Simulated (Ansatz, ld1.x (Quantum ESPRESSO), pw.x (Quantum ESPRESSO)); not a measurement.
pw.x on bcc Cl: one setting changed

Potential: norm-conserving Troullier–Martins (Kleinman–Bylander form), ld1.x (Quantum ESPRESSO) 7.5, PBE; core [Ne], reference 3s2 3p5; waves: 3p (bound): rc 1.45 bohr; 3d channel at 0.05 Ry: rc 1.06 bohr; 3s (bound): rc 1.30 bohr; local part: the s channel; core correction: a·sin(br)/r model core, default radius (core density twice the valence density).

The reference run (k-mesh 13³, cutoffs 100/400 Ry, Fermi–Dirac 0.01 Ry, mixing_beta 0.4, conv_thr 1e-9, no spin) gives -0.14 GPa at 21.926 Å³/atom, where all-electron LAPW gives -0.18 GPa. This run, with its own iteration cap, changes k-mesh shift to 1.

```
&control
  calculation='scf', prefix='x', pseudo_dir='./', outdir='./tmp', tstress=.true., disk_io='none'
/
&system
  ibrav=0, nat=1, ntyp=1, ecutwfc=100, ecutrho=400, nbnd=11,
  occupations='smearing', smearing='fd', degauss=0.01
/
&electrons
  conv_thr=1e-09, mixing_beta=0.4, electron_maxstep=60
/
ATOMIC_SPECIES
Cl 1.0 Cl.UPF
CELL_PARAMETERS angstrom
  -1.76319281 1.76319281 1.76319281
  1.76319281 -1.76319281 1.76319281
  1.76319281 1.76319281 -1.76319281
ATOMIC_POSITIONS crystal
Cl 0.0000 0.0000 0.0000
K_POINTS automatic
13 13 13 1 1 1
```

```bash
pw.x < Cl.scf.in > Cl.scf.out
```

Q: How does the run end?

A: It converges in 5 iterations; the free energy moves by +1.0 meV/atom and the pressure by +0.05 GPa.

```
Message from routine setup:
     using ibrav=0 with symmetry is DISCOURAGED, use correct ibrav instead
     lattice parameter (alat)  =       5.7711  a.u.
     unit-cell volume          =     147.9640 (a.u.)^3
     number of electrons       =         7.00
     number of Kohn-Sham states=           11
     kinetic-energy cutoff     =     100.0000  Ry
     charge density cutoff     =     400.0000  Ry
     scf convergence threshold =      1.0E-09
     Exchange-correlation= PBE
     number of k points=    84  Fermi-Dirac smearing, width (Ry)=  0.0100
     iteration #  1     ecut=   100.00 Ry     beta= 0.40
     total energy              =     -33.61191070 Ry
     estimated scf accuracy    <       0.00017439 Ry
     iteration #  2     ecut=   100.00 Ry     beta= 0.40
     total energy              =     -33.61194821 Ry
     estimated scf accuracy    <       0.00004179 Ry
     iteration #  3     ecut=   100.00 Ry     beta= 0.40
     total energy              =     -33.61195769 Ry
     estimated scf accuracy    <       0.00000322 Ry
     iteration #  4     ecut=   100.00 Ry     beta= 0.40
     total energy              =     -33.61195824 Ry
     estimated scf accuracy    <          9.0E-09 Ry
     iteration #  5     ecut=   100.00 Ry     beta= 0.40
     the Fermi energy is     2.8583 ev
!    total energy              =     -33.61195825 Ry
     estimated scf accuracy    <          6.7E-10 Ry
     smearing contrib. (-TS)   =      -0.00854460 Ry
     The total energy is F=E-TS. E is the sum of the following terms:
     one-electron contribution =      -0.73624646 Ry
     hartree contribution      =       3.60574132 Ry
     xc contribution           =      -9.71344965 Ry
     ewald contribution        =     -26.75945886 Ry
     convergence has been achieved in   5 iterations
          total   stress  (Ry/bohr**3)                   (kbar)     P=       -0.90
     Message from routine punch:
     Nothing written, as per user request (disk_io='none')
```

The run took about 26 s on one core of a shared host (Neoverse-V1, 64 threads, 495 GiB, load 21).
